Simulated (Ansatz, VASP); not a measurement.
## MgS: VASP beside Ansatz

```xyz
2
Lattice="0.0000 2.9441 2.9441 2.9441 0.0000 2.9441 2.9441 2.9441 0.0000" Properties=species:S:1:pos:R:3 pbc="T T T"
Mg    0.0000    0.0000    0.0000
S     1.4721    1.4721    1.4721
```

Change from the starting cell: hydrostatic strain +4.0%.

Alike in both runs: task single point; functional r2SCAN; k mesh 8 × 8 × 8; no spin polarisation.

```csv
,VASP,Ansatz
version,VASP 6.6.1,Ansatz 0.2.0
potentials or method,"VASP PAW PBE potentials, release 64 (Mg, S)","plane waves, PAW"
plane-wave cutoff (eV),520,500
occupations,"gaussian, width 0.01 eV",fixed
valence electrons in the cell,8,16
```

```tsv
	VASP	Ansatz	Ansatz less VASP
gap on the k mesh at the Fermi level (eV)	3.53	3.55	+0.015
pressure (GPa)	-5.8	-5.6	+0.26
```

The two sets of potentials don't hold the same shells in valence.

Caveats: the PAW data sets were made with another functional, which shifts forces and pressure a little (VASP).
